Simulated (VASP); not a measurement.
A run of VASP 6.6.1 is set up as follows.

Contents of POSCAR:

```
Te
1.0
    4.4540000000      0.0000000000      0.0000000000
   -2.2270000000      3.8572771485      0.0000000000
    0.0000000000      0.0000000000      5.9240000000
Te
3
Direct
    0.7310000000      0.7310000000      0.0000000000
    0.0000000000      0.2690000000      0.6666666667
    0.2690000000      0.0000000000      0.3333333333
```

File INCAR.step1:

```
SYSTEM = Te
  PREC = Accurate
  ENCUT = 500
  EDIFF = 1E-8
  ISMEAR = 0
  SIGMA = 0.01
  LREAL = .FALSE.
  LASPH = .TRUE.
  NELM = 80
  ALGO = Normal
  LWAVE = .TRUE.
  LCHARG = .FALSE.
  GGA = PE
  KPAR = 4
```

INCAR.step2

```
SYSTEM = Te
  PREC = Accurate
  ENCUT = 500
  EDIFF = 1E-8
  ISMEAR = 0
  SIGMA = 0.01
  LREAL = .FALSE.
  LASPH = .TRUE.
  NELM = 1
  ALGO = Exact
  LWAVE = .TRUE.
  LCHARG = .FALSE.
  GGA = PE
  NBANDS = 312
  LOPTICS = .TRUE.
  ISTART = 1
  KPAR = 4
```

The input INCAR.step3:

```
SYSTEM = Te
  PREC = Accurate
  ENCUT = 500
  EDIFF = 1E-8
  ISMEAR = 0
  SIGMA = 0.01
  LREAL = .FALSE.
  LASPH = .TRUE.
  ALGO = EVGW0
  LWAVE = .FALSE.
  LCHARG = .FALSE.
  GGA = PE
  NELMGW = 4
  NBANDS = 312
  ENCUTGW = 120
  NOMEGA = 50
  PRECFOCK = Fast
  ISTART = 1
  NBANDSGW = 17
  KPAR = 4
```

KPOINTS

```
regular mesh
0
G
  4 4 2
  0 0 0
```

Potentials or basis: VASP PAW PBE potentials, release 64 (Te_GW).

Command:

```console
$ cat potpaw_PBE.64/Te_GW/POTCAR > POTCAR
$ cp INCAR.step1 INCAR
$ mpirun -np 4 vasp_std > vasp.out
$ cp INCAR.step2 INCAR
$ mpirun -np 4 vasp_std > vasp.out
$ cp INCAR.step3 INCAR
$ mpirun -np 4 vasp_std > vasp.out
```

Task: Predict the quasiparticle gap.

Result: 0.91 eV.

Task: Predict the least direct quasiparticle gap.

Result: 1.23 eV.

Task: What does it give for the band gap on the k mesh, mean-field level?

Result: 0.67 eV, indirect (least direct gap 0.94 eV).

Quasiparticle gap after each update of the energies (eV): 0.88, 0.91, 0.91, 0.91

Caveat: the k mesh is coarse (spacing up to 0.53 Å⁻¹), so the values aren't converged; bands, screening cutoff and mesh are small and nothing is extrapolated, so the quasiparticle values aren't converged; spin-orbit coupling is left out, which moves the levels of the heavy elements. A k mesh can miss the band edges.
